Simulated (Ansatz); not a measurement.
This Te structure is the end of a relaxation. The cell was found from a structure generator's guess, not taken from experiment.

Level of theory: DFT PBE, scalar-relativistic, plane waves, PAW (Ansatz). Cutoff 420 eV, Γ-centred mesh, Gaussian smearing, no spin polarisation.

```
Te
1.0
     0.00000    6.56100    6.56100
     6.56100    0.00000    6.56100
     6.56100    6.56100    0.00000
Te
14
Direct
  0.75000 0.75000 0.75000
  0.50000 0.50000 0.50000
  0.12500 0.12500 0.12500
  0.62500 0.12500 0.12500
  0.12500 0.12500 0.62500
  0.12500 0.62500 0.12500
  0.88315 0.88315 0.88315
  0.89944 0.36685 0.36685
  0.88315 0.88315 0.35056
  0.36685 0.89944 0.36685
  0.35056 0.88315 0.88315
  0.36685 0.36685 0.36685
  0.88315 0.35056 0.88315
  0.36685 0.36685 0.89944
```

Energies count from the standard state of Te at the same level.

Problem. What space group does it have?

Solution. Fd-3m (No. 227). Conventional cell: a = 13.122 Å. Te on a site of symmetry -43m has 4 Te at 3.03 Å; Te on a site of symmetry -3m is surrounded by 6 Te at 3.18 Å; around Te on a site of symmetry 3m lie 4 Te at 3.03–3.18 Å.

Problem. How far does it lie from the standard state of Te?

Solution. +0.26 eV/atom. It lies above the standard state, so it could only be metastable.

Problem. Is it a metal?

Solution. Yes, bands cross the Fermi level on the 6×6×6 mesh.

Problem. From what recipe could a structure generator have reached it?

Solution. One such recipe: 4-, 6-connected net of one element (Fd-3m, No. 227). Other recipes can lead to the same cell.

The last run used a 6×6×6 mesh for its 14-atom cell and Gaussian smearing of 0.10 eV. These runs have no spin–orbit coupling, which can matter for Te. The reference form of Te is held partly by dispersion forces, which this level lacks. Symmetry constrained the relaxation, so the result can be a saddle point. Another cell of Te relaxed alike, in P4_122, lies 162 meV/atom lower, so this cell isn't the stable form at this level.
